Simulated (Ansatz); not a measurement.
# CuO (P1) in Ansatz: single point with PBE

Aim: the single point of CuO with PBE.

All numbers are computed with Ansatz 0.2.0; they aren't measurements. Logs are shortened: lines on timing, memory, paths and dates and some standing lists are left out, and cuts for length are marked.

### 1 Starting point

The typed cell holds 2 atoms: a = 2.993 Å, b = 2.993 Å, c = 2.993 Å, α = 60.00°, β = 60.00°, γ = 60.00°.

The cell comes from a database or a generator and needn't be the stable form of this composition.

### 2 Single point, PBE

input.yaml

```yaml
crystal:
  lattice:
    - [0.0, 2.11656, 2.11656]
    - [2.11656, 0.0, 2.11656]
    - [2.11656, 2.11656, 0.0]
  atoms:
    - { symbol: Cu, position: [0.02949772, 0.02810087, 0.90802599] }
    - { symbol: O, position: [0.47050228, 0.47189913, 0.59197401] }
hamiltonian:
  xc: pbe
  pseudopotentials: { kind: paw }
kpoints:
  mp_grid: { grid: [15, 15, 15] }
scf:
  occupations: { method: fermi_dirac, width: 0.05 }
output:
  forces: true
  stress: true
  eigenvalues: true
```

Potentials or basis: Ansatz PAW.

Started as:

```
> ansatz run input.yaml --threads 2 --pin off --max-ram 5632MiB --backend cpu --events-out ev --progress --plain --runs-dir out
```

The program printed:

```text
Warning: RAYON_NUM_THREADS=2 ignored (pool sized by the plan → 2); use --threads N
Engine: ansatz 0.2.0, aarch64-unknown-linux-gnu
Pseudopotentials: kind: paw
Pseudopotential: Cu, paw, valence charge 19, recommended cutoff 420 eV (normal), Cu.paw.azcp
Pseudopotential: O, paw, valence charge 6, recommended cutoff 420 eV (normal), O.paw.azcp
Functional definition: PBE
  parameter kappa = 0.804
  parameter beta = 0.06672455060314922
  exchange = pbe_x(kappa = kappa, mu = beta*pi^2/3)
  correlation = pbe_c(beta = beta)
Crystal: 2 atoms, lattice volume = 18.964 Å³
Basis set: ecut = 420 eV, 339 PW (Γ), exchange–correlation on 48×48×48 points (8 copies of the dense FFT grid, shifted against one another)
Bands: 17, of which v1, the nominal top of the filled ones, is band 13 counted from 1 (12 counted from 0)
Symmetry: 1 space group operations
Space group: P1 (ITA 1), of the structure as read, at distance tolerance 2.7e-5 Å
k-points: 1688 of 3375 (time reversal used)
Non-local potential: Cu, projectors of the file, l = 0: 3, l = 1: 2, l = 2: 3, l = 3: 1
Non-local potential: O, projectors of the file, l = 0: 2, l = 1: 2, l = 2: 1
PAW form: soft (Blöchl's): semilocal exchange-correlation on the pseudo side does not see the compensation charge
PAW one-centre angular grid: Cu, 590 points (default); XC on 64 Gauss nodes
PAW one-centre angular grid: O, 110 points (default); XC on 64 Gauss nodes
Initial density: superposition of atomic densities (neutral atoms: chi_scale 0, normalization atom), corrected by the library's trained network
Initial wavefunctions: pseudopotential atomic-orbital guess
Functional: x = pbe(κ = 0.804, μ = 0.2195149727645171), c = pbe(β = 0.06672455060314922)
SCF iter   1: F=—  HF=-7190.529697 eV  |F-HF|=—  |Δ(HF+E_count)|=         —  Δρ=9.50e-3  dr2=1.01e-2  ethr=1.77e-3  ⟨swp⟩=5.9  Hψ=128354  notcnv=0
preconditioner: auto → none  [metal: Δε(μ)=0.001 eV  Ē_g=14.993 eV  σ=0.050 eV  W_gap=0.00  n_scr=8 (ndim 8)  ℏωp=35.2 eV  f_vac=0.000  D(μ)=2.66/eV (n_scr^D=50)  sad-step TF]
SCF iter   2: F=—  HF=-7190.528690 eV  |F-HF|=—  |Δ(HF+E_count)|=   1.01e-3  Δρ=5.49e-3  dr2=4.27e-3  ethr=4.03e-5  ⟨swp⟩=1.1  Hψ=42432  notcnv=0
SCF iter   3: F=—  HF=-7190.527866 eV  |F-HF|=—  |Δ(HF+E_count)|=   8.24e-4  Δρ=8.99e-4  dr2=1.12e-4  ethr=1.71e-5  ⟨swp⟩=1.0  Hψ=29027  notcnv=0
SCF iter   4: F=—  HF=-7190.527850 eV  |F-HF|=—  |Δ(HF+E_count)|=   1.58e-5  Δρ=5.19e-4  dr2=2.24e-5  ethr=4.46e-7  ⟨swp⟩=2.5  Hψ=46676  notcnv=0
SCF iter   5: F=—  HF=-7190.527851 eV  |F-HF|=—  |Δ(HF+E_count)|=   7.50e-7  Δρ=1.11e-4  dr2=9.10e-7  ethr=8.95e-8  ⟨swp⟩=2.3  Hψ=42294  notcnv=0
SCF iter   6: F=-7190.527850 eV  HF=-7190.527850 eV  |F-HF|=7.36e-8  |Δ(HF+E_count)|=   1.62e-7  Δρ=3.12e-5  dr2=6.94e-8  ethr=4.00e-10  ⟨swp⟩=5.0  Hψ=126992  notcnv=0
SCF 1 converged in 6 iterations: F = -7190.527850 eV  dr2 = 6.94e-8
SCF converged after 6 iterations
Free energy (F): -7190.527850 eV
Harris-Foulkes:  -7190.527850 eV  (|F-HF|=7.36e-8)
Internal energy: -7190.505980 eV  (E = F + TS)
E sigma→0 (E₀):  -7190.516915 eV
Entropy (-TS):   -0.021871 eV (-10.935 meV/atom)
Fermi energy:    13.157515 eV
--- Per-component energies (eV) ---
  E_band       = -396.936798
  E_kinetic    = 472.537861
  E_local      = -4657.429812  (includes V_loc(G=0)·N_el)
  E_nonlocal   = 441.990338
  E_hartree    = 2020.891178
  E_xc         = -162.150003
  E_vxc        = -208.208116  (∫ρ·V_xc dr)
  E_paw        = -1821.238442  (= ΣΔE_a)
  E_vpaw       = -487.590981  (= ΣTr[D̂ρ^β])
  E_aug_tail   = 0.002528  (compensation charges beyond the density's cutoff)
  E_ewald      = -3485.109627
  E_smearing   = -0.021871  (= −TS)
  E_closure    = -0.000000  (closes the sum)
  Σ components = -7190.527850   (vs F -7190.527850, Δ=0.00e0)
--- Forces (eV/Å), atoms counted from 1 ---
  atom   1  Cu     0.62182875     0.56721034    -0.40385626
  atom   2  O     -0.62181102    -0.56719415     0.40384459
  max |Σ_I F_I| component: 1.77e-5 eV/Å
--- Stress (GPa, compression-positive) ---
       19.925496      -4.247145       3.525854
       -4.247146      19.078140       3.329705
        3.525860       3.329709      16.398027
  P = ⅓ Tr σ = 18.4672 GPa (184.672 kbar)
--- Band table (eV; the first three rows and the last of 1688) ---
  k-point 0: bands = ["-99.1018", "-56.5411", "-56.5193", "-56.3820", "-6.6009", "8.5706", "8.6263", "9.2690", "10.6604", "10.6952", "12.6173", "12.9279", "12.9610", "14.6024", "30.0537", "31.2363", "31.3593"]
  k-point 1: bands = ["-99.1018", "-56.5412", "-56.5194", "-56.3827", "-6.5564", "8.5142", "8.5701", "9.1180", "10.6822", "10.7144", "12.3759", "12.9935", "13.0263", "15.0161", "29.0398", "31.0949", "31.2134"]
  k-point 2: bands = ["-99.1017", "-56.5415", "-56.5197", "-56.3846", "-6.4279", "8.3620", "8.4160", "8.6834", "10.7456", "10.7721", "12.0189", "13.1732", "13.2030", "15.8727", "27.4216", "30.5757", "30.6733"]
  k-point 1687: bands = ["-99.1006", "-56.5536", "-56.5254", "-56.3858", "-5.3937", "5.6258", "7.9740", "8.8862", "10.9952", "11.0698", "11.6150", "12.7972", "13.4555", "19.8668", "22.2569", "27.0259", "28.7927"]
```

Run time: 27 s. Hardware: 2 threads of Arm Neoverse V1, shared host; peak memory 0.86 GiB.

What came out:

```
Free energy            : -7190.5279 eV
Pressure               : 18.5 GPa
Largest force          : 0.934 eV/Å
Band gap on the k mesh : none (metal or under the smearing width)
```

Forces in eV/Å, atoms in the order of the input:
```
Cu   0.622  0.567 -0.404
O   -0.622 -0.567  0.404
```

Stress tensor (GPa, compression positive):
```
19.93 -4.25  3.53
-4.25 19.08  3.33
 3.53  3.33 16.40
```

Caveat: so large a pressure means that the cell lies far from this level's equilibrium, or that cutoff or potentials fall short; the pressure holds a Pulay correction of +0.7 GPa for the finite cutoff; an odd number of electrons without spin polarisation forces a metal; a magnetic or distorted state may lie lower; the run has no spin polarisation, though such a crystal can be magnetic; semilocal functionals often make such compounds metallic where correlation or magnetic order opens a gap, which also shifts bond lengths. With open d or f shells a metallic result of PBE can be an artefact of self-interaction; +U or a hybrid may open a gap.
